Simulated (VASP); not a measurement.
# WC (Qusongite) (P-6m2) in VASP: settings compared

Aim: see how the results for WC (Qusongite) move with the level of theory and the settings. Levels: PBE, LDA, PBE+D3(BJ). Tasks: single point, relaxation of cell and atoms.

Everything below comes from runs of VASP 6.6.1. Logs are shortened: lines on timing, memory, paths and dates and some standing lists are left out, and cuts for length are marked.

**1. The crystal as given**

Symmetry: P-6m2, No. 187, hexagonal system. Conventional cell: a = 2.907 Å, b = 2.907 Å, c = 2.837 Å, α = 90.00°, β = 90.00°, γ = 120.00°. W (site symmetry -6m2) has 6 C at 2.20 Å as nearest neighbours. C (site symmetry -6m2) is surrounded by 6 W at 2.20 Å.

**2. Single point, PBE**

Input file INCAR:

```
SYSTEM = WC
PREC     = Accurate       ! precision mode
ENCUT    = 520            ! plane-wave cutoff, eV
EDIFF    = 1E-7           ! SCF threshold, eV
ISMEAR   = -1             ! smearing method
SIGMA    = 0.03           ! smearing width, eV
LREAL    = .FALSE.        ! projectors in reciprocal space
LASPH    = .TRUE.         ! aspherical terms in the spheres
NELM     = 100            ! most SCF steps
ALGO     = Normal         ! electronic algorithm
ISIF     = 2              ! what is computed and relaxed
LWAVE    = .FALSE.        ! write WAVECAR
LCHARG   = .TRUE.         ! write CHGCAR
GGA      = PE             ! functional
LELF     = .TRUE.         ! ELF
LVHAR    = .TRUE.       
NBANDS   = 16             ! bands
```

Input file KPOINTS:

```
regular mesh
0
G
  5 5 4
  0 0 0
```

Input file POSCAR:

```
WC
1.0
    2.9065000000      0.0000000000      0.0000000000
   -1.4532500000      2.5171028361      0.0000000000
    0.0000000000      0.0000000000      2.8366000000
W C
1 1
Direct
    0.0000000000      0.0000000000      0.0000000000
    0.6666666667      0.3333333333      0.5000000000
```

Potentials or basis: VASP PAW PBE potentials, release 64 (W_sv, C).

Command:

```sh
cat potpaw_PBE.64/W_sv/POTCAR potpaw_PBE.64/C/POTCAR > POTCAR
mpirun -np 1 vasp_std > vasp.out
```

OUTCAR:

```text
SYSTEM = WC
   PREC = Accurate
   ENCUT = 520
   EDIFF = 1E-7
   ISMEAR = -1
   LREAL = .FALSE.
   LASPH = .TRUE.
   NELM = 100
   ISIF = 2
   GGA = PE

 ion  position               nearest neighbor table
   1  0.000  0.000  0.000-   2 2.20   2 2.20   2 2.20   2 2.20   2 2.20   2 2.20
   2  0.667  0.333  0.500-   1 2.20   1 2.20   1 2.20   1 2.20   1 2.20   1 2.20

  LATTYP: Found a hexagonal cell.
 ALAT       =     2.9065000000
 C/A-ratio  =     0.9759504559

  Lattice vectors:

 A1 = (   2.9065000000,   0.0000000000,   0.0000000000)
 A2 = (  -1.4532500000,   2.5171028361,   0.0000000000)
 A3 = (   0.0000000000,   0.0000000000,   2.8366000000)

Analysis of symmetry for initial positions (statically):
=====================================================================
 Subroutine PRICEL returns:
 Original cell was already a primitive cell.

 Routine SETGRP: Setting up the symmetry group for a
 hexagonal supercell.

 Subroutine GETGRP returns: Found 12 space group operations
 (whereof 12 operations were pure point group operations)
 out of a pool of 24 trial point group operations.

The static configuration has the point symmetry D_3h.

Analysis of symmetry for dynamics (positions and initial velocities):
=====================================================================
 Subroutine PRICEL returns:
 Original cell was already a primitive cell.

 Routine SETGRP: Setting up the symmetry group for a
 hexagonal supercell.

 Subroutine GETGRP returns: Found 12 space group operations
 (whereof 12 operations were pure point group operations)
 out of a pool of 24 trial point group operations.

The dynamic configuration has the point symmetry D_3h.

 Subroutine INISYM returns: Found 12 space group operations
 (whereof 12 operations are pure point group operations),
 and found     1 'primitive' translations

----------------------------------------------------------------------------------------

                                     Primitive cell

  volume of cell :      20.7525

  direct lattice vectors                    reciprocal lattice vectors
     2.906500000  0.000000000  0.000000000     0.344056425  0.198641070  0.000000000
    -1.453250000  2.517102836  0.000000000     0.000000000  0.397282139  0.000000000
     0.000000000  0.000000000  2.836600000     0.000000000  0.000000000  0.352534725

  length of vectors
     2.906500000  2.906500000  2.836600000     0.397282139  0.397282139  0.352534725

  position of ions in fractional coordinates (direct lattice)
     0.000000000  0.000000000  0.000000000
     0.666666667  0.333333333  0.500000000

  ion indices of the primitive-cell ions
   primitive index   ion index
                 1           1
                 2           2

----------------------------------------------------------------------------------------

 KPOINTS: regular mesh

Automatic generation of k-mesh.
 Grid dimensions read from file:
 generate k-points for:    5    5    4

 Generating k-lattice:

  Cartesian coordinates                     Fractional coordinates (reciprocal lattice)
     0.068811285  0.039728214  0.000000000     0.200000000  0.000000000  0.000000000
     0.000000000  0.079456428  0.000000000     0.000000000  0.200000000  0.000000000
     0.000000000  0.000000000  0.088133681     0.000000000  0.000000000  0.250000000

  Length of vectors
     0.079456428  0.079456428  0.088133681

  Shift w.r.t. Gamma in fractional coordinates (k-lattice)
     0.000000000  0.000000000  0.000000000

 Subroutine IBZKPT returns following result:
 ===========================================

 Found     15 irreducible k-points:

 Following reciprocal coordinates:
            Coordinates               Weight
  0.000000  0.000000  0.000000      1.000000
  0.200000  0.000000  0.000000      6.000000
  0.400000  0.000000  0.000000      6.000000
  0.200000  0.200000  0.000000      6.000000
  0.400000  0.200000  0.000000      6.000000
  0.000000  0.000000  0.250000      2.000000
  0.200000  0.000000  0.250000     12.000000
  0.400000  0.000000  0.250000     12.000000
[... 51 lines left out ...]
      2     -27.5181      2.00000
      3     -27.1976      2.00000
      4     -26.9688      2.00000
      5      -0.0941      2.00000
      6       4.1968      2.00000
[... 8 lines left out ...]
     15      24.6452      0.00000
     16      28.0787      0.00000

 k-point     9 :       0.2000    0.2000    0.2500
  band No.  band energies     occupation
      1     -62.8976      2.00000
      2     -27.3679      2.00000
      3     -27.2119      2.00000
      4     -27.0246      2.00000
      5      -0.3014      2.00000
      6       5.5745      2.00000
[... 8 lines left out ...]
     15      24.7727      0.00000
     16      27.7421      0.00000

 k-point    10 :       0.4000    0.2000    0.2500
  band No.  band energies     occupation
      1     -62.8815      2.00000
      2     -27.4984      2.00000
      3     -27.1741      2.00000
      4     -27.1596      2.00000
      5       0.3355      2.00000
      6       4.6134      2.00000
[... 8 lines left out ...]
     15      24.7399      0.00000
     16      27.2806      0.00000

 k-point    11 :       0.0000    0.0000    0.5000
  band No.  band energies     occupation
      1     -62.9230      2.00000
      2     -27.6861      2.00000
      3     -26.7680      2.00000
      4     -26.7680      2.00000
      5       0.6695      2.00000
      6       2.4306      2.00000
[... 8 lines left out ...]
     15      22.9358      0.00000
     16      28.3729      0.00000

 k-point    12 :       0.2000    0.0000    0.5000
  band No.  band energies     occupation
      1     -62.9034      2.00000
      2     -27.6280      2.00000
      3     -27.0413      2.00000
      4     -26.8303      2.00000
      5       0.3509      2.00000
      6       3.5885      2.00000
[... 8 lines left out ...]
     15      24.8425      0.00000
     16      27.7387      0.00000

 k-point    13 :       0.4000    0.0000    0.5000
  band No.  band energies     occupation
      1     -62.8717      2.00000
      2     -27.5325      2.00000
      3     -27.4630      2.00000
      4     -26.9296      2.00000
      5      -0.1313      2.00000
      6       4.6157      2.00000
[... 8 lines left out ...]
     15      24.1664      0.00000
     16      27.2305      0.00000

 k-point    14 :       0.2000    0.2000    0.5000
  band No.  band energies     occupation
      1     -62.8777      2.00000
      2     -27.5509      2.00000
      3     -27.3157      2.00000
      4     -26.9838      2.00000
      5       0.0609      2.00000
      6       4.9126      2.00000
[... 8 lines left out ...]
     15      25.4219      0.00000
     16      25.4505      0.00000

 k-point    15 :       0.4000    0.2000    0.5000
  band No.  band energies     occupation
      1     -62.8617      2.00000
      2     -27.5027      2.00000
      3     -27.4440      2.00000
      4     -27.1156      2.00000
      5       0.0036      2.00000
      6       4.4634      2.00000
[... 8 lines left out ...]
     15      23.2175      0.00000
     16      24.2058      0.00000

------------------------ aborting loop because EDIFF is reached ----------------------------------------

  FORCE on cell =-STRESS in cart. coord.  units (eV):
  Direction    XX          YY          ZZ          XY          YZ          ZX
  --------------------------------------------------------------------------------------
  -------------------------------------------------------------------------------------
  Total        1.0622945      1.0622945      0.7201311      0.0000000     -0.0000000      0.0000000
  in kB       82.0136478     82.0136478     55.5971824      0.0000000     -0.0000000      0.0000000
  external PRESSURE =      73.2081593 kB  Pullay stress =       0.0000000 kB

 VOLUME and BASIS-vectors are now :
 -----------------------------------------------------------------------------
  energy-cutoff  :      520.00
  volume of cell :       20.75
      direct lattice vectors                 reciprocal lattice vectors
     2.906500000  0.000000000  0.000000000     0.344056425  0.198641070  0.000000000
    -1.453250000  2.517102836  0.000000000     0.000000000  0.397282139  0.000000000
     0.000000000  0.000000000  2.836600000     0.000000000  0.000000000  0.352534725

 POSITION                                       TOTAL-FORCE (eV/Angst)
 -----------------------------------------------------------------------------------
      0.00000      0.00000      0.00000         0.000000      0.000000      0.000000
      1.45325      0.83903      1.41830        -0.000000      0.000000      0.000000
 -----------------------------------------------------------------------------------
    total drift:                                0.000000     -0.000000      0.000000

  FREE ENERGIE OF THE ION-ELECTRON SYSTEM (eV)
  ---------------------------------------------------
  free  energy   TOTEN  =       -22.3951753213 eV

  energy  without entropy=      -22.3934903383  energy(sigma->0) =      -22.39433283
```

Wall time 4.4 s (1 thread of Intel Xeon Platinum 8488C (Sapphire Rapids), shared host); peak memory 0.13 GiB.

What came out:

| Quantity | Value |
| --- | --- |
| Free energy | -22.3952 eV |
| Pressure | 7.3 GPa |
| Band gap on the k mesh | none (metal or under the smearing width) |

Caveat: the k mesh is coarse (spacing up to 0.55 Å⁻¹), so the values aren't converged. The run has no spin-orbit coupling, so splittings on W are missing.

**3. Single point, PBE**

Input file INCAR:

```
SYSTEM = WC
ALGO     = Normal         ! electronic algorithm
EDIFF    = 1E-6           ! SCF threshold, eV
ENCUT    = 520            ! plane-wave cutoff, eV
GGA      = PE             ! functional
ISIF     = 2              ! what is computed and relaxed
ISMEAR   = 0              ! smearing method
LASPH    = .TRUE.         ! aspherical terms in the spheres
LCHARG   = .FALSE.        ! write CHGCAR
LREAL    = .FALSE.        ! projectors in reciprocal space
LWAVE    = .FALSE.        ! write WAVECAR
NBANDS   = 16             ! bands
NELM     = 100            ! most SCF steps
PREC     = Accurate       ! precision mode
SIGMA    = 0.017          ! smearing width, eV
```

Input file KPOINTS:

```
k-points
0
G
  10 10 9
  0 0 0
```

POSCAR is that of step 2.

Potentials or basis: VASP PAW PBE potentials, release 64 (W_sv, C).

Command:

```sh
cat potpaw_PBE.64/W_sv/POTCAR potpaw_PBE.64/C/POTCAR > POTCAR
mpirun -np 1 vasp_std > vasp.out
```

It took 9.8 s on 1 thread of Intel Xeon Platinum 8488C (Sapphire Rapids), shared host; peak memory 0.15 GiB.

The run converged. Its results:

```
Free energy            : -22.4452 eV
Pressure               : 6.7 GPa
Band gap on the k mesh : none (metal or under the smearing width)
```

Stress tensor (GPa, compression positive):
```
6.90 0.00 0.00
0.00 6.90 0.00
0.00 0.00 6.23
```

Levels at points of the mesh, in eV from the Fermi level:
| k point | band 5 | band 6 | band 7 | band 8 | band 9 | band 10 | band 11 | band 12 | band 13 | band 14 |
| --- | --- | --- | --- | --- | --- | --- | --- | --- | --- | --- |
| (0.00, 0.00, 0.00) | -14.47 | -4.33 | -3.35 | -3.35 | 0.07 | 3.22 | 3.22 | 5.61 | 5.61 | 6.37 |
| (0.50, 0.00, 0.00) | -11.12 | -7.05 | -3.63 | -3.58 | -0.49 | 2.33 | 4.52 | 4.87 | 6.84 | 9.65 |

Spin-orbit coupling is left out, which matters for the levels of W.

**4. Single point, LDA, collinear spin, typed start (volume scaled by 0.96)**

Input file INCAR:

```
PREC     = Accurate       # precision mode
ENCUT    = 520            # plane-wave cutoff, eV
EDIFF    = 1E-6           # SCF threshold, eV
ISMEAR   = -5             # smearing method
SIGMA    = 0.05           # smearing width, eV
LREAL    = False          # projectors in reciprocal space
LASPH    = True           # aspherical terms in the spheres
NELM     = 150            # most SCF steps
ALGO     = Fast           # electronic algorithm
ISIF     = 2              # what is computed and relaxed
LWAVE    = False          # write WAVECAR
LCHARG   = True           # write CHGCAR
ISPIN    = 2              # spin polarisation
MAGMOM   = 0.5 0          # initial moments
LORBIT   = 11             # projections on sites
LMAXMIX  = 4              # l up to which the mixer works
GGA      = CA             # functional
LELF     = True           # ELF
LVHAR    = True         
NBANDS   = 20             # bands
```

Input file KPOINTS:

```
regular mesh
0
Gamma
  10 10 9
```

Input file POSCAR:

```
WC
1.0
    2.8672181576      0.0000000000      0.0000000000
   -1.4336090788      2.4830837627      0.0000000000
    0.0000000000      0.0000000000      2.7982628680
W C
1 1
Direct
    0.0000000000      0.0000000000      0.0000000000
    0.6666666667      0.3333333333      0.5000000000
```

Potentials or basis: VASP PAW LDA potentials, release 64 (W_sv, C).

Command:

```sh
cat potpaw_LDA.64/W_sv/POTCAR potpaw_LDA.64/C/POTCAR > POTCAR
mpirun -np 1 vasp_std > vasp.out
```

Run time: 43 s. Hardware: 1 thread of AMD EPYC 9R45 (Zen 5), shared host; peak memory 0.14 GiB.

It converged, with:

```yaml
Free_energy: -24.6861 eV
Pressure: 10.3 GPa
Band_gap_on_the_k_mesh: none (metal or under the smearing width)
Net_moment: 0.00 μB per cell
Valence_electrons_inside_the_program's_atomic_spheres: W 12.33; C 2.46
```

Stress tensor (GPa, compression positive):
```
 9.94  0.00  0.00
 0.00  9.94  0.00
 0.00  0.00 11.15
```

Levels at points of the mesh, in eV from the Fermi level:
Spin up:
```tsv
k point	band 5	band 6	band 7	band 8	band 9	band 10	band 11	band 12	band 13	band 14
(0.00, 0.00, 0.00)	-14.53	-4.51	-3.46	-3.46	0.19	3.42	3.42	5.89	5.89	6.83
(0.50, 0.00, 0.00)	-11.04	-7.08	-3.75	-3.72	-0.39	2.47	4.79	5.20	7.12	10.16
```
Spin down:
```csv
k point,band 5,band 6,band 7,band 8,band 9,band 10,band 11,band 12,band 13,band 14
"(0.00, 0.00, 0.00)",-14.53,-4.51,-3.46,-3.46,0.19,3.42,3.42,5.89,5.89,6.83
"(0.50, 0.00, 0.00)",-11.04,-7.08,-3.75,-3.72,-0.39,2.47,4.79,5.20,7.12,10.16
```

Caveat: tetrahedron occupations give inexact forces and stress in metals. The run has no spin-orbit coupling, so splittings on W are missing.

**5. Relaxation of cell and atoms, PBE+D3(BJ)**

Input file INCAR:

```
PREC = Accurate
ENCUT = 600
EDIFF = 1E-6
ISMEAR = -5
SIGMA = 0.05
LREAL = F
LASPH = T
NELM = 100
ALGO = Normal
ISIF = 3
LWAVE = F
LCHARG = F
GGA = PE
IVDW = 12
IBRION = 2
NSW = 60
EDIFFG = -0.01
```

Input file KPOINTS:

```
Automatic mesh
0
Gamma
  8 8 7
```

Input file POSCAR:

```
WC
1.0
    2.9065000000      0.0000000000      0.0000000000
   -1.4532500000      2.5171028361      0.0000000000
    0.0000000000      0.0000000000      2.8366000000
W C
1 1
Direct
   -0.0024780000     -0.0018120000     -0.0044070000
    0.6555090000      0.3398770000      0.5041420000
```

Potentials or basis: VASP PAW PBE potentials, release 64 (W_sv, C).

Command:

```sh
cat potpaw_PBE.64/W_sv/POTCAR potpaw_PBE.64/C/POTCAR > POTCAR
mpirun -np 1 vasp_std > vasp.out
```

Run time: 2.7 min. Hardware: 1 thread of AMD EPYC 9R45 (Zen 5), shared host; peak memory 0.21 GiB.

The run converged. Its results:

```yaml
Free_energy: -23.3654 eV
Relaxed_volume: 10.36 Å³/atom
Relaxed_cell: a = 2.905 Å, b = 2.905 Å, c = 2.835 Å, α = 90.02°, β = 89.98°, γ = 119.94°
Space_group_after_relaxing_to_0.05_Å: P-6m2 (No. 187)
Energy_gained_by_relaxing: 9.1 meV/atom
Ionic_steps: 9
Pressure_after_relaxing: 0.0 GPa
Band_gap_on_the_k_mesh: none (metal or under the smearing width)
Dispersion_energy_per_atom: -0.462 eV
```

Forces in eV/Å, atoms in the order of the input:
```
W   -0.002  0.001  0.002
C    0.002 -0.001 -0.002
```

Stress tensor (GPa, compression positive):
```
 0.02 -0.03 -0.06
-0.03 -0.01  0.03
-0.06  0.03  0.11
```

Step by step:
```
step  energy change (eV)  largest force (eV/Å)  pressure (GPa)  volume (Å³)
   1              0.0000                0.7299           -0.13        20.75
   2             -0.0103                0.3765            0.15        20.73
   3             -0.0166                0.0663           -0.22        20.74
   4             -0.0182                0.0515            0.61        20.70
   5             -0.0182                0.0187            0.53        20.70
   6             -0.0183                0.0065            0.31        20.71
   7             -0.0183                0.0050            0.31        20.71
   8             -0.0182                0.0055           -0.69        20.76
   9             -0.0183                0.0029            0.04        20.72
```

Final structure:
```cif
data_structure
_symmetry_space_group_name_H-M 'P 1'
_symmetry_Int_Tables_number 1
_cell_length_a 2.9047
_cell_length_b 2.9047
_cell_length_c 2.8347
_cell_angle_alpha 90.016
_cell_angle_beta 89.984
_cell_angle_gamma 119.943
_cell_volume 20.72
loop_
_atom_site_label
_atom_site_type_symbol
_atom_site_fract_x
_atom_site_fract_y
_atom_site_fract_z
_atom_site_occupancy
W1 W 0.99337 0.00218 0.99984 1
C1 C 0.65966 0.33588 0.49989 1
```

Levels at points of the mesh, in eV from the Fermi level:
```tsv
k point	band 6	band 7	band 8	band 9	band 10	band 11	band 12	band 13
(0.00, 0.00, 0.00)	-4.27	-3.29	-3.28	0.16	3.29	3.30	5.68	5.71
(0.50, 0.00, 0.00)	-6.98	-3.56	-3.52	-0.40	2.40	4.59	4.94	6.94
(0.00, 0.50, 0.00)	-6.98	-3.56	-3.52	-0.40	2.40	4.59	4.94	6.94
(0.50, 0.50, 0.00)	-6.97	-3.55	-3.52	-0.42	2.39	4.59	4.95	6.91
```

Caveat: pairwise dispersion overbinds metals, which lowers pressure and volume; tetrahedron occupations give inexact forces and stress in metals. The run has no spin-orbit coupling, so splittings on W are missing.

**6. The runs side by side**

| task | level | potentials or basis | spin | cell | k mesh | cutoff (eV) | smearing | mesh quality | gap on the mesh (eV) | pressure (GPa) |
| --- | --- | --- | --- | --- | --- | --- | --- | --- | --- | --- |
| single point | PBE | VASP PAW PBE potentials, release 64 (W_sv, C) | off | P-6m2, 10.38 Å³/atom | 5 × 5 × 4 | 520 | fermi-dirac 0.03 eV | coarse | none | 7.3 |
| single point | PBE | VASP PAW PBE potentials, release 64 (W_sv, C) | off | P-6m2, 10.38 Å³/atom | 10 × 10 × 9 | 520 | gaussian 0.017 eV | not flagged | none | 6.7 |
| single point | LDA | VASP PAW LDA potentials, release 64 (W_sv, C) | collinear, typed start | volume scaled by 0.96 | 10 × 10 × 9 | 520 | tetrahedron | not flagged | none | 10.3 |
| relaxation of cell and atoms | PBE+D3(BJ) | VASP PAW PBE potentials, release 64 (W_sv, C) | off | relaxed | 8 × 8 × 7 | 600 | tetrahedron | not flagged | none | 0.0 |

Caveats: some runs use coarse meshes; tetrahedron occupations give inexact forces and stress in metals (some runs); pairwise dispersion overbinds metals, which lowers pressure and volume (some runs).

Total energies depend on the potentials used, so only differences within one code and one set of settings carry meaning.
